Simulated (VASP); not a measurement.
# Os: generalised stacking fault

Os, P6_3/mmc (no. 194), 8 atoms in the cell. PBE, constrained relaxations along a path; PAW potentials Os (PBE set).

Path: generalised stacking fault, a/3<10-10> on (0001); Layers in the cell: 8.

## Input

INCAR:
```
PREC = Normal
ENCUT = 250
EDIFF = 1E-6
ISMEAR = 1
SIGMA = 0.2
LREAL = F
LASPH = T
NELM = 100
ALGO = Normal
LWAVE = F
LCHARG = F
IBRION = 2
NSW = 100
ISIF = 2
EDIFFG = -0.02
POTIM = 0.5
ISYM = 2
KPAR = 8
```

KPOINTS:
```
k-points
0
Gamma
  18 18 3
```

POSCAR.step1:
```
Os
1.0
    2.7341000000      0.0000000000      0.0000000000
    1.3670500000      2.3678000565      0.0000000000
    0.0000000000      0.0000000000     17.2788000000
Os
8
Selective dynamics
Direct
   -0.3333333333      0.6666666667      0.0000000000  F F T
    0.0000000000      0.0000000000      0.1250000000  F F T
   -0.3333333333      0.6666666667      0.2500000000  F F T
    0.0000000000      0.0000000000      0.3750000000  F F T
   -0.3333333333      0.6666666667      0.5000000000  F F T
    0.0000000000      0.0000000000      0.6250000000  F F T
   -0.3333333333      0.6666666667      0.7500000000  F F T
    0.0000000000      0.0000000000      0.8750000000  F F T
```

POSCAR.step2:
```
Os
1.0
    2.7341000000      0.0000000000      0.0000000000
    1.3670500000      2.3678000565      0.0000000000
   -0.2734100000     -0.1578533371     17.2788000000
Os
8
Selective dynamics
Direct
   -0.3333333333      0.6666666667      0.0000000000  F F T
    0.0083333333      0.0083333333      0.1250000000  F F T
   -0.3166666667      0.6833333333      0.2500000000  F F T
    0.0250000000      0.0250000000      0.3750000000  F F T
   -0.3000000000      0.7000000000      0.5000000000  F F T
    0.0416666667      0.0416666667      0.6250000000  F F T
   -0.2833333333      0.7166666667      0.7500000000  F F T
    0.0583333333      0.0583333333      0.8750000000  F F T
```

POSCAR.step3:
```
Os
1.0
    2.7341000000      0.0000000000      0.0000000000
    1.3670500000      2.3678000565      0.0000000000
   -0.5468200000     -0.3157066742     17.2788000000
Os
8
Selective dynamics
Direct
   -0.3333333333      0.6666666667      0.0000000000  F F T
    0.0166666667      0.0166666667      0.1250000000  F F T
   -0.3000000000      0.7000000000      0.2500000000  F F T
    0.0500000000      0.0500000000      0.3750000000  F F T
   -0.2666666667      0.7333333333      0.5000000000  F F T
    0.0833333333      0.0833333333      0.6250000000  F F T
   -0.2333333333      0.7666666667      0.7500000000  F F T
    0.1166666667      0.1166666667      0.8750000000  F F T
```

POSCAR.step4:
```
Os
1.0
    2.7341000000      0.0000000000      0.0000000000
    1.3670500000      2.3678000565      0.0000000000
   -0.6835250000     -0.3946333427     17.2788000000
Os
8
Selective dynamics
Direct
   -0.3333333333      0.6666666667      0.0000000000  F F T
    0.0208333333      0.0208333333      0.1250000000  F F T
   -0.2916666667      0.7083333333      0.2500000000  F F T
    0.0625000000      0.0625000000      0.3750000000  F F T
   -0.2500000000      0.7500000000      0.5000000000  F F T
    0.1041666667      0.1041666667      0.6250000000  F F T
   -0.2083333333      0.7916666667      0.7500000000  F F T
    0.1458333333      0.1458333333      0.8750000000  F F T
```

POSCAR.step5:
```
Os
1.0
    2.7341000000      0.0000000000      0.0000000000
    1.3670500000      2.3678000565      0.0000000000
   -0.8202300000     -0.4735600113     17.2788000000
Os
8
Selective dynamics
Direct
   -0.3333333333      0.6666666667      0.0000000000  F F T
    0.0250000000      0.0250000000      0.1250000000  F F T
   -0.2833333333      0.7166666667      0.2500000000  F F T
    0.0750000000      0.0750000000      0.3750000000  F F T
   -0.2333333333      0.7666666667      0.5000000000  F F T
    0.1250000000      0.1250000000      0.6250000000  F F T
   -0.1833333333      0.8166666667      0.7500000000  F F T
    0.1750000000      0.1750000000      0.8750000000  F F T
```

POSCAR.step6:
```
Os
1.0
    2.7341000000      0.0000000000      0.0000000000
    1.3670500000      2.3678000565      0.0000000000
   -1.0936400000     -0.6314133484     17.2788000000
Os
8
Selective dynamics
Direct
   -0.3333333333      0.6666666667      0.0000000000  F F T
    0.0333333333      0.0333333333      0.1250000000  F F T
   -0.2666666667      0.7333333333      0.2500000000  F F T
    0.1000000000      0.1000000000      0.3750000000  F F T
   -0.2000000000      0.8000000000      0.5000000000  F F T
    0.1666666667      0.1666666667      0.6250000000  F F T
   -0.1333333333      0.8666666667      0.7500000000  F F T
    0.2333333333      0.2333333333      0.8750000000  F F T
```

POSCAR.step7:
```
Os
1.0
    2.7341000000      0.0000000000      0.0000000000
    1.3670500000      2.3678000565      0.0000000000
   -1.3670500000     -0.7892666855     17.2788000000
Os
8
Selective dynamics
Direct
   -0.3333333333      0.6666666667      0.0000000000  F F T
    0.0416666667      0.0416666667      0.1250000000  F F T
   -0.2500000000      0.7500000000      0.2500000000  F F T
    0.1250000000      0.1250000000      0.3750000000  F F T
   -0.1666666667      0.8333333333      0.5000000000  F F T
    0.2083333333      0.2083333333      0.6250000000  F F T
   -0.0833333333      0.9166666667      0.7500000000  F F T
    0.2916666667      0.2916666667      0.8750000000  F F T
```

Commands (each step's output is kept before the next begins):
```
cat potpaw_PBE.64/Os/POTCAR > POTCAR
# POSCAR: c tilted by 0 of a/3<10-10> on (0001)
cp POSCAR.step1 POSCAR
mpirun -np 8 vasp_std > vasp.out
# POSCAR: c tilted by 0.2 of a/3<10-10> on (0001)
cp POSCAR.step2 POSCAR
mpirun -np 8 vasp_std > vasp.out
# POSCAR: c tilted by 0.4 of a/3<10-10> on (0001)
cp POSCAR.step3 POSCAR
mpirun -np 8 vasp_std > vasp.out
# POSCAR: c tilted by 0.5 of a/3<10-10> on (0001)
cp POSCAR.step4 POSCAR
mpirun -np 8 vasp_std > vasp.out
# POSCAR: c tilted by 0.6 of a/3<10-10> on (0001)
cp POSCAR.step5 POSCAR
mpirun -np 8 vasp_std > vasp.out
# POSCAR: c tilted by 0.8 of a/3<10-10> on (0001)
cp POSCAR.step6 POSCAR
mpirun -np 8 vasp_std > vasp.out
# POSCAR: c tilted by 1 of a/3<10-10> on (0001)
cp POSCAR.step7 POSCAR
mpirun -np 8 vasp_std > vasp.out
```

## Result

- Unstable fault energy (mJ/m²): 1356
- Energy at the end of the slip (mJ/m²): 784
- Ionic steps, all stages: 58
- Electronic steps, all stages: 618

Energy along the slip:

| Share of the slip | Fault energy (mJ/m²) |
|---|---|
| 0 | 0 |
| 0.2 | 468 |
| 0.4 | 1182 |
| 0.5 | 1339 |
| 0.6 | 1331 |
| 0.8 | 1009 |
| 1 | 784 |

Limits: the faults repeat once a cell, and the in-plane lattice is that of the given cell.

VASP 6.6.1 took 784 s on 8 cores (Intel Xeon 6975P-C (Granite Rapids)), a shared host.
